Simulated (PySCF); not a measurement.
Identify the unknown among the candidates.

All candidates are C3H6O2.

| technique | computed result |
| --- | --- |
| 1H NMR | chemical shifts (computed TMS as zero) by class: 4.26 (1 H), 3.41 (3 H), 2.51 (1 H), 2.43 (1 H) ppm [GIAO KT3/pcSseg-2] |
| XPS | C1s 292.3, C1s 292.4, C1s 293.7, O1s 538.5, O1s 539.0 eV [ΔSCF SCAN, pcX-2 on the ionised atom, pcseg-1 elsewhere, spin-free X2C] |
| 13C NMR | chemical shifts (computed TMS as zero) by class: 79.0 (1 C), 57.2 (1 C), 47.0 (1 C) ppm [GIAO KT3/pcSseg-2] |
| Valence photoelectron | vertical ionisation energy: 10.32 eV [ΔSCF B3LYP/def2-SVPD] |
| UV, first state | lowest singlet excitation: 7.51 eV (165 nm, f = 0.003) [TDDFT B3LYP/def2-SVPD] |
| Couplings | largest of the computed one-bond spin–spin couplings (means over like bonds): 13C–1H +208.7, 13C–1H +185.1, 13C–1H +180.8, 13C–1H +147.6 (×3), 13C–13C +38.6, 17O–13C +31.3, 17O–13C +27.9, 17O–13C +26.6 Hz [B3LYP/pcJ-1, spin–dipole term left out] |
| Polarisability | 45.4 au [B3LYP/def2-SVPD] |
| Rotational structure | rotational constants A, B, C: 15.214, 3.670, 3.312 GHz [PBE0-D3(BJ)/def2-SVP] |
| Triplet | lowest triplet excitation (Tamm–Dancoff): 7.42 eV [TDA B3LYP/def2-SVPD] |
| NMR, other nuclei | isotropic shieldings of nuclei other than C and H, by class: 255 (1 O), 273 (1 O) ppm [GIAO KT3/pcSseg-2] |

Gas-phase values; electronic properties from PySCF, density fitting. Levels stand in brackets. Geometry: PBE0-D3(BJ)/def2-SVP, one conformer, isolated molecule. NMR values are class means; diastereotopic atoms form classes of their own.

Question: Which candidate is it?
A. `C1COCO1`
B. `CCC(=O)O`
C. `CO[C@H]1CO1`
D. `COC(C)=O`

Answer: C. It is `CO[C@H]1CO1`. Numbering: `[CH3:1][O:2][C@H:3]1[CH2:4][O:5]1`. Its formula, C3H6O2, gives 1 degree of unsaturation: 1 ring and 0 π bonds in the structure found. 3 carbons fall into 3 classes; from least to most shielded: sp3 carbon bearing two oxygens [C3] (79.0 ppm), methoxy carbon [C1] (57.2 ppm), ring sp3 carbon bound to oxygen [C4] (47.0 ppm). Hydrogen classes from least to most shielded: 1 H on an sp3 carbon bearing two oxygens, C3 (4.26 ppm), 3 H on a methoxy carbon, C1 (3.41 ppm), 1 H on an sp3 carbon bound to oxygen, C4 (2.51 ppm), 1 H on an sp3 carbon bound to oxygen, C4 (2.43 ppm). The other shieldings belong to: 255 ppm, ether oxygen [O2]; 273 ppm, epoxide oxygen [O5]. The couplings run between: +208.7 Hz, sp3 carbon bearing two oxygens [C3] and its hydrogen; +185.1 Hz, sp3 carbon bound to oxygen [C4] and its hydrogen; +180.8 Hz, sp3 carbon bound to oxygen [C4] and its hydrogen; +147.6 Hz, methoxy carbon [C1] and its hydrogen (with 2 like pairs); +38.6 Hz, sp3 carbon bearing two oxygens [C3] and sp3 carbon bound to oxygen [C4]; +31.3 Hz, epoxide oxygen [O5] and sp3 carbon bearing two oxygens [C3]; +27.9 Hz, ether oxygen [O2] and sp3 carbon bearing two oxygens [C3]; +26.6 Hz, epoxide oxygen [O5] and sp3 carbon bound to oxygen [C4]. The core levels belong to: C1s 292.3 eV, sp3 carbon bound to oxygen [C4]; C1s 292.4 eV, methoxy carbon [C1]; C1s 293.7 eV, sp3 carbon bearing two oxygens [C3]; O1s 538.5 eV, epoxide oxygen [O5]; O1s 539.0 eV, ether oxygen [O2]. The first electron is taken from the HOMO, whose largest Löwdin shares are 0.46 on the epoxide oxygen, 0.28 on the ether oxygen, 0.08 on the sp3 carbon bound to oxygen and 0.05 on the methoxy carbon. The optimised geometry has point group C1 and is an asymmetric top.

The others, at the same levels:
- `COC(C)=O` fails: its computed core binding energies are C1s 291.3, C1s 292.6, C1s 294.6, O1s 537.7, O1s 539.5 eV, rotational constant A is 10.314 GHz (against 15.214 GHz) and smallest rotational constant is 3.105 GHz (against 3.312 GHz).
- `CCC(=O)O` fails: its computed core binding energies are C1s 290.9, C1s 291.4, C1s 294.9, O1s 538.0, O1s 540.1 eV, rotational constant A is 10.263 GHz (against 15.214 GHz) and smallest rotational constant is 2.898 GHz (against 3.312 GHz).
- `C1COCO1` fails: its computed core binding energies are C1s 292.5 (×2), C1s 293.6, O1s 538.7 (×2) eV, rotational constant A is 7.872 GHz (against 15.214 GHz) and smallest rotational constant is 4.363 GHz (against 3.312 GHz).

Each candidate is one conformer, not necessarily the lowest. Dipoles, sizes and rotational constants follow the conformer. The torsions of the flexible species, by atom-mapped SMILES:
- `[CH3:1][O:2][C@H:3]1[CH2:4][O:5]1`: C1–O2–C3–C4 -147°
- `[CH3:1][O:2][C:3]([CH3:4])=[O:5]`: C1–O2–C3–C4 179°
- `[CH3:1][CH2:2][C:3](=[O:4])[OH:5]`: C1–C2–C3–O4 1°, H–O5–C3–C2 180°
